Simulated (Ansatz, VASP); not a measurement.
**One calculation of Sb, two programs**

```
Sb
1.0
     0.00000    3.52928    3.52928
     3.52928    0.00000    3.52928
     3.52928    3.52928    0.00000
Sb
2
Direct
  0.12500 0.12500 0.12500
  0.87500 0.87500 0.87500
```

Alike in both runs: task single point; functional PBEsol; k mesh 9 × 9 × 9; occupations fermi-dirac, width 0.1 eV; no spin polarisation.

|  | VASP | Ansatz |
| --- | --- | --- |
| version | VASP 6.6.1 | Ansatz 0.2.0 |
| potentials or method | VASP PAW PBE potentials, release 64 (Sb) | plane waves (420 eV) with PAW, scalar-relativistic |
| plane-wave cutoff (eV) | 520 | 420 |
| valence electrons in the cell | 10 | 30 |

```csv
,VASP,Ansatz,Ansatz less VASP
pressure (GPa),-2.3,-2.3,-0.06
```

With one functional, cell and mesh, what is left measures potentials, basis and numerics. The two sets of potentials don't hold the same shells in valence. Ansatz warned: «pseudo_functional_mismatch».

Caveats: the PAW data sets were made with another functional, which shifts forces and pressure a little (VASP). The runs have no spin-orbit coupling, so splittings on Sb are missing.
